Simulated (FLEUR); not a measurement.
# TaN (F-43m) in FLEUR: single point with PBE+U

Aim: the single point of TaN with PBE+U.

Everything below comes from runs of FLEUR MaX-R8.1 (later development tree). Logs are shortened: lines on timing, memory, paths and dates and some standing lists are left out, and cuts for length are marked.

**1. Starting point**

Symmetry: F-43m, No. 216, cubic system. Conventional cell: a = 4.982 Å, b = 4.982 Å, c = 4.982 Å, α = 90.00°, β = 90.00°, γ = 90.00°. Ta (site symmetry -43m) is surrounded by 4 N at 2.16 Å. Around N (site symmetry -43m) lie 4 Ta at 2.16 Å.

The cell comes from a database or a generator and needn't be the stable form of this composition.

**2. Single point, PBE+U, collinear spin, ferromagnetic start**

The input, inp.xml:

```xml
<?xml version="1.0" encoding="UTF-8" standalone="no"?>
<fleurInput fleurInputVersion="0.39">
   <comment>
      TaN                                                                                                 
   </comment>
   <calculationSetup>
      <cutoffs Kmax="5.0" Gmax="15.5" GmaxXC="15.5" numbands="0"/>
      <scfLoop itmax="100" minDistance="0.0002" maxIterBroyd="50" imix="Anderson" alpha="0.05" precondParam="0.0" spinf="2.0" sdNocoIR="T"/>
      <coreElectrons ctail="T" frcor="F" kcrel="0" coretail_lmax="0"/>
      <xcFunctional name="pbe" relativisticCorrections="F"/>
      <magnetism jspins="2"/>
      <soc l_soc="F" theta="0.0" phi="0.0" spav="F"/>
      <expertModes spex="0" secvar="F"/>
      <geometryOptimization l_f="F" forcealpha="1.0" forcemix="BFGS" epsdisp="0.00001" epsforce="0.00001"/>
      <ldaU l_linMix="F" mixParam="0.05" spinf="1.0"/>
   </calculationSetup>
   <cell>
      <bzIntegration valenceElectrons="32.0" mode="gauss" fermiSmearingEnergy="0.00183747">
         <kPointListSelection listName="default-1"/>
         <!-- k-points included here -->
         <xi:include xmlns:xi="http://www.w3.org/2001/XInclude" href="kpts.xml"> </xi:include>
      </bzIntegration>
      <!-- symmetry operations included here -->
      <xi:include xmlns:xi="http://www.w3.org/2001/XInclude" href="sym.xml"> </xi:include>
      <bulkLattice scale="1.0">
         <bravaisMatrix>
            <row-1>    0.0000000000000000     4.7075794623035332     4.7075794623035332</row-1>
            <row-2>    4.7075794623035332     0.0000000000000000     4.7075794623035332</row-2>
            <row-3>    4.7075794623035332     4.7075794623035332     0.0000000000000000</row-3>
         </bravaisMatrix>
      </bulkLattice>
   </cell>
   <atomSpecies>
      <species name="Tantalum (2.001" element="Ta" atomicNumber="73">
         <mtSphere radius="2.33" gridPoints="771" logIncrement="0.017"/>
         <atomicCutoffs lmax="9" lnonsphr="9"/>
         <electronConfig flipSpins="F">
            <coreConfig>(1s1/2) (2s1/2) (2p1/2) (2p3/2) (3s1/2) (3p1/2) (3p3/2) (4s1/2) (3d3/2) (3d5/2) (4p1/2) (4p3/2) (4d3/2) (4d5/2)</coreConfig>
            <valenceConfig>(5s1/2) (5p1/2) (5p3/2) (6s1/2) (4f5/2) (4f7/2) (5d3/2) (5d5/2)</valenceConfig>
            <stateOccupation state="(5d3/2)" spinUp="0.7005" spinDown="0.4995"/>
            <stateOccupation state="(5d5/2)" spinUp="1.8" spinDown="0.0"/>
         </electronConfig>
         <energyParameters s="6" p="6" d="5" f="4"/>
         <ldaU l="2" U="2" J="0.7" l_amf="F"/>
         <lo type="SCLO" l="0" n="5" eDeriv="0"/>
         <lo type="SCLO" l="1" n="5" eDeriv="0"/>
         <lo type="SCLO" l="3" n="4" eDeriv="2"/>
      </species>
      <species name="Nitrogen (N)" element="N" atomicNumber="7">
         <mtSphere radius="1.44" gridPoints="477" logIncrement="0.022"/>
         <atomicCutoffs lmax="8" lnonsphr="8"/>
         <electronConfig flipSpins="F">
            <coreConfig>(1s1/2)</coreConfig>
            <valenceConfig>(2s1/2) (2p1/2) (2p3/2)</valenceConfig>
            <stateOccupation state="(2p1/2)" spinUp="0.500000" spinDown="0.500000"/>
            <stateOccupation state="(2p3/2)" spinUp="1.000000" spinDown="1.000000"/>
         </electronConfig>
         <energyParameters s="2" p="2" d="3" f="4"/>
         <lo type="SCLO" l="0" n="2" eDeriv="2"/>
         <lo type="SCLO" l="1" n="2" eDeriv="2"/>
         <lo type="SCLO" l="2" n="3" eDeriv="2"/>
      </species>
   </atomSpecies>
   <atomGroups>
      <atomGroup species="Tantalum (2.001">
         <relPos label="                   1">.0000000000 .0000000000 .0000000000</relPos>
         <force calculate="T" relaxXYZ="TTT"/>
      </atomGroup>
      <atomGroup species="Nitrogen (N)">
         <relPos label="                   2">1.000/4.000 1.000/4.000 1.000/4.000</relPos>
         <force calculate="T" relaxXYZ="TTT"/>
      </atomGroup>
   </atomGroups>
   <output dos="F" band="F" slice="F">
      <checks vchk="F" cdinf="F"/>
      <bandDOS minEnergy="-.5*Htr" maxEnergy="0.5*Htr" sigma="0.015" storeEVData="T"/>
      <vacuumDOS vacdos="F" integ="F" star="F" nstars="0" locx1="0.0" locy1="0.0" locx2="0.0" locy2="0.0" nstm="0" tworkf="0.0"/>
      <unfoldingBand unfoldBand="F" supercellX="1" supercellY="1" supercellZ="1"/>
      <plotting iplot="0" polar="F">
         <plot TwoD="T" vec1="  1.0  0.0  0.0" vec2="  0.0  1.0  0.0" vec3="  0.0  0.0  1.0" zero="  0.0  0.0  0.0" file="plot"/>
      </plotting>
      <chargeDensitySlicing numkpt="0" minEigenval="0.0" maxEigenval="0.0" nnne="0" pallst="F"/>
      <specialOutput eonly="F"/>
      <moessbauerParams electricFieldGradient="T" isomerShift="T" coreHyperfine="T" valenceHyperfine="T"/>
      <magneticCircularDichroism mcd="F" energyLo="-10.0" energyUp="0.0"/>
   </output>
  <!-- We include the file relax.xml here to enable relaxations (see documentation) -->
  <xi:include xmlns:xi="http://www.w3.org/2001/XInclude" href="relax.xml"> <xi:fallback/> </xi:include>
</fleurInput>
```

The input, crystal.txt:

```
TaN
&input cartesian=F /
0.0000000000  2.4911437700  2.4911437700
2.4911437700  0.0000000000  2.4911437700
2.4911437700  2.4911437700  0.0000000000
1.8897261246
1.0 1.0 1.0

2
73 0.0000000000  0.0000000000  0.0000000000 : 2.001
7 0.2500000000  0.2500000000  0.2500000000

&kpt div1=7 div2=7 div3=7 gamma=T /
```

Potentials or basis: all-electron, FLAPW.

The run is started by

```sh
$ inpgen -f crystal.txt -profile fastHighL
$ # inp.xml edited to the form shown
$ fleur_MPI
```

Log:

```text
Welcome to FLEUR        (www.flapw.de)
      MaX-Release 8.1          (www.max-centre.eu)

 ========== k-point set info ==========
 Selected k-point list: default-1
 k-point list type: mesh
 7 x 7 x 7
 Number of k points: 20

 ------------Calculation Setup---------------------------
 Number of MPI-tasks      :            1
 Number of PE/node        :            1
 Number of OMP-threads    :            1
 Most efficient MPI parallelization for:
           1           2           4           5          10          20
 Additional eigenvalue parallelization possible
 Number of basis functions:          501
 Approximate size of matrices (H+S) per k-point:         0.007 GB
 --------------------------------------------------------
 no density matrix found ... skipping LDA+U
 Reset of history
 Iteration:     1   Distance:      25.39557021 me/bohr^3
 Iteration:     2   Distance:      21.74913406 me/bohr^3
 Iteration:     3   Distance:      17.78397990 me/bohr^3
 Iteration:     4   Distance:       8.00495265 me/bohr^3
 Iteration:     5   Distance:       8.00534124 me/bohr^3
 Iteration:     6   Distance:       3.54448354 me/bohr^3
 Iteration:     7   Distance:       3.60063123 me/bohr^3
 Iteration:     8   Distance:       1.74675091 me/bohr^3
 Iteration:     9   Distance:       1.77139296 me/bohr^3
 Iteration:    10   Distance:       0.89783406 me/bohr^3
[... 9 lines left out ...]
 Iteration:    20   Distance:       0.01131354 me/bohr^3
 Iteration:    21   Distance:       0.01263860 me/bohr^3
 Iteration:    22   Distance:       0.00729648 me/bohr^3
 Iteration:    23   Distance:       0.00813834 me/bohr^3
 Iteration:    24   Distance:       0.00728072 me/bohr^3
 Iteration:    25   Distance:       0.00126436 me/bohr^3
 Iteration:    26   Distance:       0.00095690 me/bohr^3
 Iteration:    27   Distance:       0.00069948 me/bohr^3
 Iteration:    28   Distance:       0.00023682 me/bohr^3
 Iteration:    29   Distance:       0.00013502 me/bohr^3

 ********************************************************************
 Run finished successfully
 Stop message:
   all done
 ********************************************************************
```

Wall time 3.7 min (1 thread of Arm Neoverse V1, shared host); peak memory 0.08 GiB.

What came out:

```yaml
Free_energy: -426698.4805 eV
Net_moment: 0.00 μB per cell
Valence_electrons_inside_the_program's_atomic_spheres: Ta 24.09; N 3.40 (radii Ta 2.33, N 1.44 bohr)
```

Eigenvalues of the final occupation matrices:
| site | spin | trace | eigenvalues |
| --- | --- | --- | --- |
| atom type 1 | 1 | 0.92 | 0.14 0.14 0.21 0.21 0.21 |
| atom type 1 | 2 | 0.92 | 0.14 0.14 0.21 0.21 0.21 |

Core levels (eV from the Fermi level):
| atom | levels |
| --- | --- |
| 1 Ta | 1s1/2 -67277.2, 2s1/2 -11548.9, 2p1/2 -11035.9, 2p3/2 -9765.5, 3s1/2 -2643.4, 3p1/2 -2415.7, 3p3/2 -2142.2, 4s1/2 -536.7, 3d3/2 -1758.3, 3d5/2 -1698.7, 4p1/2 -442.8, 4p3/2 -379.9, 4d3/2 -225.8, 4d5/2 -214.3 |
| 2 N | 1s1/2 -378.2 |

Caveat: with Gaussian smearing the program prints no entropy term, so the energy of a metal isn't a free energy.
